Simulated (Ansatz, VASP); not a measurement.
## Two plane-wave programs on CdS (Hawleyite)

POSCAR

```
CdS
1.0
    0.0000000000      2.8969255847      2.8969255847
    2.8969255847      0.0000000000      2.8969255847
    2.8969255847      2.8969255847      0.0000000000
Cd S
1 1
Direct
    0.0000000000      0.0000000000      0.0000000000
    0.7500000000      0.7500000000      0.7500000000
```

INCAR.step1

```
ALGO = Normal
EDIFF = 1E-4
ENCUT = 520
GGA = PE
ISMEAR = -1
LASPH = T
LCHARG = F
LREAL = F
LWAVE = T
NBANDS = 16
NELM = 60
PREC = Accurate
SIGMA = 0.05
```

Contents of INCAR.step2:

```
ALGO = Normal
EDIFF = 1E-6
ENCUT = 520
ISIF = 2
ISMEAR = -1
ISTART = 1
LASPH = T
LCHARG = F
LMIXTAU = T
LREAL = F
LWAVE = F
METAGGA = R2SCAN
NBANDS = 16
NELM = 60
PREC = Accurate
SIGMA = 0.05
```

File KPOINTS:

```
k-points
0
Gamma
  8 8 8
```

input.yaml

```yaml
crystal:
  lattice:
    - [0.0, 2.8969255847, 2.8969255847]
    - [2.8969255847, 0.0, 2.8969255847]
    - [2.8969255847, 2.8969255847, 0.0]
  atoms:
    - { symbol: Cd, position: [0.0, 0.0, 0.0] }
    - { symbol: S, position: [0.75, 0.75, 0.75] }
hamiltonian:
  xc: r2scan
  pseudopotentials: { kind: paw }
kpoints:
  mp_grid: { grid: [8, 8, 8] }
scf:
  occupations: { method: fermi_dirac, width: 0.05 }
output:
  forces: true
  stress: true
  eigenvalues: true
  write_density: true
  write_potential: true
  elf: true
  volumetric_format: npy
```

Alike in both runs: task single point; functional r2SCAN; k mesh 8 × 8 × 8; occupations fermi-dirac, width 0.05 eV; no spin polarisation.

|  | VASP | Ansatz |
| --- | --- | --- |
| version | VASP 6.6.1 | Ansatz 0.2.0 |
| potentials or method | VASP PAW PBE potentials, release 64 (Cd, S) | Ansatz PAW |
| plane-wave cutoff (eV) | 520 | 500 |
| valence electrons in the cell | 18 | 26 |

```csv
,VASP,Ansatz,Ansatz less VASP
gap on the k mesh at the Fermi level (eV),1.64,1.64,+0.002
least direct gap on the mesh (eV),1.64,1.64,+0.002
pressure (GPa),3.3,2.9,-0.37
```

With one functional, cell and mesh, what is left measures potentials, basis and numerics. The two sets of potentials don't hold the same shells in valence.

Caveats: the PAW data sets were made with another functional, which shifts forces and pressure a little (VASP); the PAW data sets come from PBE, with cores solved anew for the run's functional, which leaves a small shift of forces and pressure (Ansatz). r2SCAN opens gaps a little over a GGA but as a rule still falls short of measured ones.
